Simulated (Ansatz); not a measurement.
TiTe2:

```xyz
3
Lattice="3.0256 0.0000 0.0000 0.0000 3.0256 0.0000 0.0000 0.0000 9.3016" Properties=species:S:1:pos:R:3 pbc="T T T"
Ti    0.0000    0.0000    0.0000
Te    0.0000    0.0000    2.7376
Te    0.0000    0.0000    6.5641
```

The cell was built by a generator and needn't be a form met in nature.

Base run:

* Program: Ansatz 0.2.0
* Functional: LDA
* Potentials or basis: Ansatz PAW
* Cutoff: 420 eV
* Density cutoff: 1680 eV
* k mesh: 9 × 9 × 3
* Occupations: fermi-dirac, width 0.05 eV
* Spin: no spin polarisation
* Hubbard terms: Ti d U = 4 eV

Its results: band gap on the k mesh none (metal or under the smearing width); pressure 3.4 GPa; largest force 0.176 eV/Å.

Problem. After a change of settings the same cell gave: band gap on the k mesh none (metal or under the smearing width); pressure 1.3 GPa; largest force 0.010 eV/Å. Which change was it?
A. hubbard terms from Ti d U = 4 eV to Ti d U = 3 eV
B. hubbard terms from Ti d U = 4 eV to Ti d U = 5 eV
C. hubbard terms from Ti d U = 4 eV to none; hubbard projectors from ortho-atomic (the default) to none

Solution. A.

Caveats: U without spin polarisation on a metal has little footing; the PAW data sets come from PBE, with cores solved anew for the run's functional, which leaves a small shift of forces and pressure; the U is typed as a test and isn't derived for this compound.

Not every run made on this cell is shown here.
